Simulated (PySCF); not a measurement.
Isomers of C4H9N: computed energies against enthalpies of formation

**Experimental background.**

CRC Handbook of Chemistry and Physics lists, for the gas at 298.15 K: enthalpy of formation of `C1CCNC1` -3.6 kJ/mol; enthalpy of formation of `NC1CCC1` (cyclobutylamine) 41.2 kJ/mol.

How close the calculation comes is told at the end.

Differences of these values give the isomerisation enthalpies. Geometries: PBE0-D3(BJ)/def2-TZVP; runs in PySCF, gas phase, with a dispersion term only where the level names one. Total electronic energies (Eh):

```json
{"SMILES": "C1CCNC1", "PBE0-D3(BJ)/def2-TZVP": "-212.41349"}
{"SMILES": "NC1CCC1", "PBE0-D3(BJ)/def2-TZVP": "-212.39468"}
```

Zero-point and thermal terms are left out, so the computed numbers are electronic energies.

## Comparison

Relative to `C1CCNC1`, the lowest by measurement, in kJ/mol (measured: enthalpies at 298.15 K; computed: electronic energies):

```
 SMILES  measured  PBE0-D3(BJ)/def2-TZVP
C1CCNC1       0.0                    0.0
NC1CCC1      44.8                   49.4
```

Measured values: -3.6 kJ/mol (298.15 K; CRC Handbook of Chemistry and Physics) for the first row; the others come from the same table. Unsigned miss: PBE0-D3(BJ)/def2-TZVP 4.6 kJ/mol. One conformer stands for `C1CCNC1` and `NC1CCC1`, not necessarily the lowest, while the measurement averages over conformers. Where a level misses, the cause wasn't examined.

The values belong to the conformer `[NH2:1][CH:2]1[CH2:3][CH2:4][CH2:5]1`: H–N1–C2–C3 -61°, H–N1–C2–C3 180°.
